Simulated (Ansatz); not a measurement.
# Ga: which structure wins, scalar-relativistic, part 3 of 3

Aim: relax Ga in several structures (bcc, hcp, sc, diamond) and rank them by energy, scalar-relativistic. The runs shown use PAW and LAPW.

Ansatz 0.2.0; DFT PBE; a cell built from a prototype (bcc type), not taken from measurement. The steps go on from the part before.

## Step 8: Diamond relaxed, PAW

Contents of input.yaml:

```yaml
crystal:
  lattice:
    - [0.0, 2.8744485395, 2.8744485395]
    - [2.8744485395, 0.0, 2.8744485395]
    - [2.8744485395, 2.8744485395, 0.0]
  atoms:
    - { symbol: Ga, position: [-0.125, -0.125, -0.125] }
    - { symbol: Ga, position: [0.125, 0.125, 0.125] }
kpoints:
  mp_grid: { grid: [12, 12, 12] }
scf:
  occupations: { method: fermi_dirac, width: 0.05 }
hamiltonian:
  xc: pbe
  pseudopotentials: { kind: paw }
output:
  forces: true
  stress: true
relax:
  f_tol: 0.005
  max_steps: 40
  cell: {}
```

Launch:

```bash
> ansatz run input.yaml --threads 1 --pin off --max-ram 3072MiB --backend cpu --events-out ev --progress --plain --runs-dir out
```

Output:

```text
Engine: ansatz 0.2.0
Pseudopotentials: kind: paw
Pseudopotential: Ga, paw, valence charge 13, recommended cutoff 420 eV (normal)
Functional definition: PBE
  parameter kappa = 0.804
  parameter beta = 0.06672455060314922
  exchange = pbe_x(kappa = kappa, mu = beta*pi^2/3)
  correlation = pbe_c(beta = beta)
Crystal: 2 atoms, lattice volume = 47.500 Å³
Basis set: ecut = 420 eV, 941 PW (Γ), exchange–correlation on 60×60×60 points (8 copies of the dense FFT grid, shifted against one another)
Bands: 17, of which v1, the nominal top of the filled ones, is band 13 counted from 1 (12 counted from 0)
Symmetry: 48 space group operations
Space group: Fd-3m (ITA 227), of the structure as read, at distance tolerance 3.6e-5 Å
k-points: 72 of 1728
Non-local potential: Ga, projectors of the file, l = 0: 2, l = 1: 2, l = 2: 3, l = 3: 1
PAW form: soft (Blöchl's): semilocal exchange-correlation on the pseudo side does not see the compensation charge
PAW one-centre angular grid: Ga, 590 points (default); XC on 64 Gauss nodes
Initial density: superposition of atomic densities (neutral atoms: chi_scale 0, normalization atom), corrected by the library's trained network
Initial wavefunctions: pseudopotential atomic-orbital guess
Functional: x = pbe(κ = 0.804, μ = 0.2195149727645171), c = pbe(β = 0.06672455060314922)
SCF iter   1: F=—  HF=-7565.458991 eV  |F-HF|=—  |Δ(HF+E_count)|=         —  Δρ=2.20e-3  dr2=1.90e-3  ethr=1.77e-3  ⟨swp⟩=5.7  Hψ=5937  notcnv=0
preconditioner: auto → LDOS  [metal: Δε(μ)=0.006 eV  Ē_g=16.832 eV  σ=0.050 eV  W_gap=0.03  n_scr=14 (ndim 8)  ℏωp=27.5 eV  f_vac=0.033  D(μ)=1.35/eV (n_scr^D=14)  β→1.0]
SCF iter   2: F=—  HF=-7565.460626 eV  |F-HF|=—  |Δ(HF+E_count)|=   1.64e-3  Δρ=3.21e-3  dr2=2.51e-3  ethr=7.32e-6  ⟨swp⟩=2.0  Hψ=3010  notcnv=0  defer=14
SCF iter   3: F=—  HF=-7565.458546 eV  |F-HF|=—  |Δ(HF+E_count)|=   2.08e-3  Δρ=2.14e-4  dr2=1.07e-5  ethr=7.32e-6  ⟨swp⟩=2.0  Hψ=2414  notcnv=0  defer=14
SCF iter   4: F=—  HF=-7565.458566 eV  |F-HF|=—  |Δ(HF+E_count)|=   2.00e-5  Δρ=1.10e-4  dr2=2.95e-6  ethr=4.10e-8  ⟨swp⟩=2.0  Hψ=2140  notcnv=0  defer=14
iter 5 did not close the SCF: its close was put off for the readings that it lacked (scf_convergence_deferred on its scf_iter line)
SCF iter   5: F=-7565.458570 eV  HF=-7565.458570 eV  |F-HF|=1.32e-7  |Δ(HF+E_count)|=   3.26e-6  Δρ=1.23e-5  dr2=7.21e-8  ethr=1.13e-8  ⟨swp⟩=2.0  Hψ=2139  notcnv=0  defer=14
SCF iter   6: F=-7565.458570 eV  HF=-7565.458570 eV  |F-HF|=1.34e-9  |Δ(HF+E_count)|=   1.58e-7  Δρ=2.52e-6  dr2=2.87e-9  ethr=2.77e-10  ⟨swp⟩=2.8  Hψ=4202  notcnv=0
SCF 1 converged in 6 iterations: F = -7565.458570 eV  dr2 = 2.87e-9
relax step   1: F+E_penalty+E_count = -7565.45856978 eV  Δ(F+E_penalty+E_count) = +0.000e0 eV  max|allowed force component| = 2.776e-17 eV/Å  Δτ_max = 0.0000 Å  P = +2.892 GPa  Ω = 47.500 Å³  (6 SCF iters, dr2 threshold 1.00e-7 eV, accepted)
Crystal: 2 atoms, lattice volume = 49.426 Å³
Initial density: handed on by an earlier stage of this run
Initial wavefunctions: those handed on with the density
iter 1 solved again at ethr=2.05e-6 eV; its pass at ethr=3.10e-3 eV (dr2=5.34e-4 eV) is discarded
SCF iter   1: F=—  HF=-7565.481561 eV  |F-HF|=—  |Δ(HF+E_count)|=         —  Δρ=1.24e-3  dr2=5.67e-4  ethr=2.05e-6  ⟨swp⟩=2.1  Hψ=7774  notcnv=0
preconditioner: auto → LDOS  [metal: Δε(μ)=0.004 eV  Ē_g=16.637 eV  σ=0.050 eV  W_gap=0.02  n_scr=14 (ndim 8)  ℏωp=26.9 eV  f_vac=0.035  D(μ)=1.29/eV (n_scr^D=14)  β→1.0]
SCF iter   2: F=—  HF=-7565.481695 eV  |F-HF|=—  |Δ(HF+E_count)|=   1.34e-4  Δρ=9.09e-4  dr2=2.50e-4  ethr=2.05e-6  ⟨swp⟩=2.0  Hψ=2151  notcnv=0
SCF iter   3: F=—  HF=-7565.481529 eV  |F-HF|=—  |Δ(HF+E_count)|=   1.66e-4  Δρ=3.02e-4  dr2=2.96e-5  ethr=9.60e-7  ⟨swp⟩=2.0  Hψ=2151  notcnv=0
SCF iter   4: F=—  HF=-7565.481511 eV  |F-HF|=—  |Δ(HF+E_count)|=   1.74e-5  Δρ=7.15e-5  dr2=3.04e-6  ethr=1.14e-7  ⟨swp⟩=2.0  Hψ=1971  notcnv=0
SCF iter   5: F=-7565.481512 eV  HF=-7565.481512 eV  |F-HF|=3.85e-8  |Δ(HF+E_count)|=   7.90e-7  Δρ=1.27e-5  dr2=1.30e-7  ethr=7.69e-10  ⟨swp⟩=3.0  Hψ=5476  notcnv=0
SCF 2 converged in 5 iterations: F = -7565.481512 eV  dr2 = 1.30e-7
relax step   2: F+E_penalty+E_count = -7565.48151227 eV  Δ(F+E_penalty+E_count) = -2.294e-2 eV  max|allowed force component| = 1.503e-16 eV/Å  Δτ_max = 0.0000 Å  P = +1.065 GPa  Ω = 49.426 Å³  energy of the carried Pulay correction = -4.410e-4 eV  (5 SCF iters, dr2 threshold 2.00e-7 eV, accepted)
Crystal: 2 atoms, lattice volume = 50.622 Å³
Basis set: ecut = 420 eV, 965 PW (Γ), exchange–correlation on 60×60×60 points (8 copies of the dense FFT grid, shifted against one another)
iter 1 solved again at ethr=6.36e-7 eV; its pass at ethr=3.10e-3 eV (dr2=1.65e-4 eV) is discarded
SCF iter   1: F=—  HF=-7565.485603 eV  |F-HF|=—  |Δ(HF+E_count)|=         —  Δρ=7.02e-4  dr2=1.92e-4  ethr=6.36e-7  ⟨swp⟩=2.3  Hψ=7892  notcnv=0
preconditioner: auto → LDOS  [metal: Δε(μ)=0.083 eV  Ē_g=16.530 eV  σ=0.050 eV  W_gap=0.34  n_scr=14 (ndim 8)  ℏωp=26.6 eV  f_vac=0.035  D(μ)=1.28/eV (n_scr^D=8)  β→1.0]
SCF iter   2: F=—  HF=-7565.485651 eV  |F-HF|=—  |Δ(HF+E_count)|=   4.82e-5  Δρ=5.11e-4  dr2=8.24e-5  ethr=6.36e-7  ⟨swp⟩=2.0  Hψ=2152  notcnv=0
SCF iter   3: F=—  HF=-7565.485597 eV  |F-HF|=—  |Δ(HF+E_count)|=   5.43e-5  Δρ=1.76e-4  dr2=1.03e-5  ethr=3.17e-7  ⟨swp⟩=2.0  Hψ=2152  notcnv=0
SCF iter   4: F=—  HF=-7565.485590 eV  |F-HF|=—  |Δ(HF+E_count)|=   6.68e-6  Δρ=4.38e-5  dr2=1.08e-6  ethr=3.98e-8  ⟨swp⟩=2.0  Hψ=1971  notcnv=0
SCF iter   5: F=-7565.485591 eV  HF=-7565.485591 eV  |F-HF|=1.36e-8  |Δ(HF+E_count)|=   2.52e-7  Δρ=7.37e-6  dr2=4.67e-8  ethr=7.69e-10  ⟨swp⟩=5.0  Hψ=5077  notcnv=0
SCF 3 converged in 5 iterations: F = -7565.485591 eV  dr2 = 4.67e-8
relax step   3: F+E_penalty+E_count = -7565.48559056 eV  Δ(F+E_penalty+E_count) = -4.078e-3 eV  max|allowed force component| = 1.758e-16 eV/Å  Δτ_max = 0.0000 Å  P = +0.124 GPa  Ω = 50.622 Å³  energy of the carried Pulay correction = -7.060e-4 eV  (5 SCF iters, dr2 threshold 2.00e-7 eV, accepted)
Crystal: 2 atoms, lattice volume = 50.783 Å³
iter 1 solved again at ethr=4.49e-8 eV; its pass at ethr=3.10e-3 eV (dr2=1.17e-5 eV) is discarded
SCF iter   1: F=—  HF=-7565.485622 eV  |F-HF|=—  |Δ(HF+E_count)|=         —  Δρ=9.28e-5  dr2=3.49e-6  ethr=4.49e-8  ⟨swp⟩=2.0  Hψ=6991  notcnv=0
preconditioner: auto → LDOS  [metal: Δε(μ)=0.085 eV  Ē_g=16.507 eV  σ=0.050 eV  W_gap=0.35  n_scr=14 (ndim 8)  ℏωp=26.6 eV  f_vac=0.035  D(μ)=1.28/eV (n_scr^D=8)  β→1.0]
SCF iter   2: F=—  HF=-7565.485622 eV  |F-HF|=—  |Δ(HF+E_count)|=   6.41e-7  Δρ=6.54e-5  dr2=1.41e-6  ethr=1.34e-8  ⟨swp⟩=2.0  Hψ=2148  notcnv=0
SCF iter   3: F=—  HF=-7565.485621 eV  |F-HF|=—  |Δ(HF+E_count)|=   8.60e-7  Δρ=2.52e-5  dr2=2.12e-7  ethr=5.42e-9  ⟨swp⟩=2.0  Hψ=2152  notcnv=0
SCF iter   4: F=-7565.485621 eV  HF=-7565.485621 eV  |F-HF|=4.33e-9  |Δ(HF+E_count)|=   1.37e-7  Δρ=6.83e-6  dr2=2.36e-8  ethr=1.47e-10  ⟨swp⟩=3.8  Hψ=5435  notcnv=0
SCF 4 converged in 4 iterations: F = -7565.485621 eV  dr2 = 2.36e-8
relax step   4: F+E_penalty+E_count = -7565.48562126 eV  Δ(F+E_penalty+E_count) = -3.070e-5 eV  max|allowed force component| = 1.527e-16 eV/Å  Δτ_max = 0.0000 Å  P = +0.008 GPa  Ω = 50.783 Å³  energy of the carried Pulay correction = -7.413e-4 eV  (4 SCF iters, dr2 threshold 3.82e-8 eV, accepted)
Initial wavefunctions: pseudopotential atomic-orbital guess (no wavefunctions were taken with the density)
iter 1 solved again at ethr=4.62e-7 eV; its pass at ethr=3.10e-3 eV (dr2=1.20e-4 eV) is discarded
SCF iter   1: F=—  HF=-7565.477273 eV  |F-HF|=—  |Δ(HF+E_count)|=         —  Δρ=8.99e-4  dr2=1.57e-5  ethr=4.62e-7  ⟨swp⟩=2.3  Hψ=8447  notcnv=0
preconditioner: auto → LDOS  [metal: Δε(μ)=0.084 eV  Ē_g=16.509 eV  σ=0.050 eV  W_gap=0.35  n_scr=14 (ndim 8)  ℏωp=26.6 eV  f_vac=0.035  D(μ)=1.28/eV (n_scr^D=8)  β→1.0]
SCF iter   2: F=—  HF=-7565.486298 eV  |F-HF|=—  |Δ(HF+E_count)|=   9.03e-3  Δρ=7.04e-5  dr2=3.23e-6  ethr=6.03e-8  ⟨swp⟩=2.4  Hψ=2185  notcnv=0
SCF iter   3: F=—  HF=-7565.486297 eV  |F-HF|=—  |Δ(HF+E_count)|=   5.17e-7  Δρ=3.85e-5  dr2=1.15e-6  ethr=1.24e-8  ⟨swp⟩=2.0  Hψ=2136  notcnv=0
SCF iter   4: F=—  HF=-7565.486298 eV  |F-HF|=—  |Δ(HF+E_count)|=   5.97e-7  Δρ=3.08e-5  dr2=3.58e-7  ethr=4.41e-9  ⟨swp⟩=2.0  Hψ=2152  notcnv=0
SCF iter   5: F=—  HF=-7565.486298 eV  |F-HF|=—  |Δ(HF+E_count)|=   5.02e-7  Δρ=8.41e-6  dr2=2.28e-8  ethr=1.38e-9  ⟨swp⟩=2.0  Hψ=2126  notcnv=0
SCF iter   6: F=—  HF=-7565.486298 eV  |F-HF|=—  |Δ(HF+E_count)|=   1.50e-7  Δρ=1.37e-6  dr2=4.70e-10  ethr=8.78e-11  ⟨swp⟩=2.0  Hψ=2153  notcnv=0
SCF iter   7: F=-7565.486298 eV  HF=-7565.486298 eV  |F-HF|=4.73e-11  |Δ(HF+E_count)|=   2.56e-9  Δρ=1.38e-7  dr2=3.97e-12  ethr=1.00e-12  ⟨swp⟩=4.3  Hψ=6318  notcnv=0
SCF 5 converged in 7 iterations: F = -7565.486298 eV  dr2 = 3.97e-12
relax step   5: F+E_penalty+E_count = -7565.48629842 eV  Δ(F+E_penalty+E_count) = -6.772e-4 eV  max|allowed force component| = 1.781e-16 eV/Å  Δτ_max = 0.0000 Å  P = +0.002 GPa  Ω = 50.783 Å³  stress off target by 1.81e-3 GPa  SCF on the basis re-selected at this cell (its energy is not comparable with the rows above)  (7 SCF iters)
basis re-selected at this cell: Δ(F+E_penalty+E_count) = -6.772e-4 eV, ΔP = -0.006 GPa vs the last step (what re-selecting the basis moved, of the pressure what is left beyond the Pulay correction that the steps carried, after the strain that the cell walked since its last selection, with what the two solves' SCF thresholds leave and, on support functions, any second-order correction that the steps lacked; it is no measure of the basis error at this ecutwfc). This SCF's stress stands 1.81e-3 GPa from its target on what of the cell is left free (relax.cell.stress_tol is 5.00e-2 GPa) and its largest allowed force component is 1.78e-16 eV/Å (relax.f_tol is 5.00e-3 eV/Å): within both
SCF converged after 7 iterations
Free energy (F): -7565.486298 eV
Harris-Foulkes:  -7565.486298 eV  (|F-HF|=4.73e-11)
Internal energy: -7565.475872 eV  (E = F + TS)
E sigma→0 (E₀):  -7565.481085 eV
Entropy (-TS):   -0.010427 eV (-5.213 meV/atom)
Fermi energy:    5.667740 eV
--- Per-component energies (eV) ---
  E_band       = -166.340359
  E_kinetic    = 228.694480
  E_local      = -4285.243018  (includes V_loc(G=0)·N_el)
  E_nonlocal   = 843.264237
  E_hartree    = 1985.762155
  E_xc         = -137.874746
  E_vxc        = -115.078240  (∫ρ·V_xc dr)
  E_paw        = -3970.055205  (= ΣΔE_a)
  E_vpaw       = -809.501861  (= ΣTr[D̂ρ^β])
  E_aug_tail   = -0.000207  (compensation charges beyond the density's cutoff)
  E_ewald      = -2230.023567
  E_smearing   = -0.010427  (= −TS)
  E_closure    = 0.000000  (closes the sum)
  Σ components = -7565.486298   (vs F -7565.486298, Δ=0.00e0)
--- Forces (eV/Å), atoms counted from 1 ---
  atom   1  Ga     0.00000000    -0.00000000    -0.00000000
  atom   2  Ga    -0.00000000     0.00000000     0.00000000
  max |Σ_I F_I| component: 1.85e-17 eV/Å
--- Stress (GPa, compression-positive) ---
        0.001812       0.000000       0.000000
        0.000000       0.001812      -0.000000
        0.000000       0.000000       0.001812
  P = ⅓ Tr σ = 0.0018 GPa (0.018 kbar)
--- Relaxed structure (4 steps of the walk, 4 accepted, 1 SCFs on fresh bases) ---
  F+E_penalty+E_count = -7565.48629842 eV   max|allowed force component| = 1.781e-16 eV/Å   (the final SCF, on the basis selected at the relaxed cell)
  cell:  # Å, volume = 50.7831 Å³
    - [2.7642395582138787e-33, 2.939204133757002, 2.939204133757002]
    - [2.939204133757002, 1.7260570457753608e-33, 2.939204133757002]
    - [2.939204133757002, 2.939204133757002, -1.7833802115134564e-33]
  atoms:
    - { symbol: Ga, position: [-0.125, -0.125, -0.125] }
    - { symbol: Ga, position: [0.125, 0.125, 0.125] }
```

It took 15 s on 1 thread of Arm Neoverse V1, shared host; peak memory 0.36 GiB.

The steps of the relaxation:

```
step  energy from step 1 (eV/cell)  largest force component (eV/Å)  pressure (GPa)  volume (Å³)
   1                        0.0000                          0.0000            2.89        47.50
   2                       -0.0229                          0.0000            1.06        49.43
   3                       -0.0270                          0.0000            0.12        50.62
   4                       -0.0271                          0.0000            0.01        50.78
   5                       -0.0277                          0.0000            0.00        50.78
```

Step 1 is the start. Step 5 repeats the geometry before on a plane-wave basis chosen anew for that cell, so the energy can jump there without any move; the table keeps such jumps.

| input's cell | before | after | change |
| --- | --- | --- | --- |
| a (Å) | 4.065 | 4.157 | +2.3 % |
| b (Å) | 4.065 | 4.157 | +2.3 % |
| c (Å) | 4.065 | 4.157 | +2.3 % |
| volume (Å³/atom) | 23.75 | 25.39 | +6.9 % |

## Step 9: Diamond relaxed, LAPW

Contents of input.yaml:

```yaml
crystal:
  lattice:
    - [0.0, 2.9392041338, 2.9392041338]
    - [2.9392041338, 0.0, 2.9392041338]
    - [2.9392041338, 2.9392041338, 0.0]
  atoms:
    - { symbol: Ga, position: [-0.125, -0.125, -0.125] }
    - { symbol: Ga, position: [0.125, 0.125, 0.125] }
kpoints:
  mp_grid: { grid: [12, 12, 12] }
scf:
  occupations: { method: fermi_dirac, width: 0.05 }
hamiltonian:
  xc: pbe
  pseudopotentials: { kind: all_electron, lapw: { basis_error: 0.0005 } }
output:
  forces: true
  stress: true
  eigenvalues: true
  populations: true
relax:
  f_tol: 0.005
  max_steps: 25
  cell: {}
```

Launch:

```bash
> ansatz run input.yaml --threads 1 --pin off --max-ram 3072MiB --backend cpu --events-out ev --progress --plain --runs-dir out
```

Output, shortened:

```text
[...]
Ga: projections on atomic orbitals take those of the free atom 1s2 2s2 2p6 3s2 3p6 3d10 4s2 4p1, of charge +0.00 (hamiltonian.pseudopotentials.projection_atoms)
LAPW: plane waves up to 9.451 Å⁻¹, error target 5.0e-4 eV per atom; small_component_spin mean_spin; Ga in spheres of 1.235 Å, 21 of its electrons in bands, Dirac shells []
[...]
[... 1 set-up line as earlier in the session ...]
[...]
  cell:  # Å, volume = 50.7831 Å³
    - [0.0, 2.9392041338, 2.9392041338]
    - [2.9392041338, 0.0, 2.9392041338]
    - [2.9392041338, 2.9392041338, 0.0]
  atoms:
    - { symbol: Ga, position: [-0.125, -0.125, -0.125] }
    - { symbol: Ga, position: [0.125, 0.125, 0.125] }
--- Löwdin populations: 2 sites ---
  site symbol       q [e]
     0     Ga     30.9816
     1     Ga     30.9816
  spilling = 0.000594 (of n_electrons = 62.000000)
```

It took 46 s on 1 thread of Arm Neoverse V1, shared host; peak memory 0.46 GiB.

Relaxation path:

```
step  energy from step 1 (eV/cell)  largest force component (eV/Å)  pressure (GPa)  volume (Å³)
   1                        0.0000                          0.0000            0.01        50.78
   2                        0.0000                          0.0000            0.01        50.78
```

Step 1 is the start. Step 2 repeats the geometry before on a plane-wave basis chosen anew for that cell, so the energy can jump there without any move; the table keeps such jumps.

| input's cell | before | after | change |
| --- | --- | --- | --- |
| a (Å) | 4.157 | 4.157 | +0.0 % |
| b (Å) | 4.157 | 4.157 | +0.0 % |
| c (Å) | 4.157 | 4.157 | +0.0 % |
| volume (Å³/atom) | 25.39 | 25.39 | +0.0 % |

Result: pressure 0.01 GPa; no gap.

## Step 10: Side by side

Free energy per atom, from each method's lowest phase:

```
method    start  space group, start → end  volume (Å³/atom)  pressure (GPa)  free energy (meV/atom)
  LAPW      bcc             Im-3m → Im-3m            19.239             0.0                     9.5
  LAPW      hcp       P6_3/mmc → P6_3/mmc            19.035             0.0                     0.0
  LAPW       sc             Pm-3m → Pm-3m            20.184             0.0                    55.5
  LAPW  diamond             Fd-3m → Fd-3m            25.392             0.0                   250.8
   PAW      bcc             Im-3m → Im-3m            19.219             0.0                     9.5
   PAW      hcp       P6_3/mmc → P6_3/mmc            19.035             0.0                     0.0
   PAW       sc             Pm-3m → Pm-3m            20.184             0.0                    55.5
   PAW  diamond             Fd-3m → Fd-3m            25.392             0.0                   251.0
```

## Step 11: Outcome

What follows sums up all 3 parts.

| quantity | value |
| --- | --- |
| lowest (LAPW) | hcp, 9.5 meV/atom under bcc |
| lowest (PAW) | hcp, 9.5 meV/atom under bcc |

**Reading.** By LAPW the order is hcp < bcc < sc < diamond. By PAW the order is hcp < bcc < sc < diamond. The methods agree on the lowest phase. Only these structures were tried, with electrons smeared by 0.05 eV and without vibrations, so the true ground state may be another. The k meshes differ between phases and weren't tested, which can move differences by some meV.
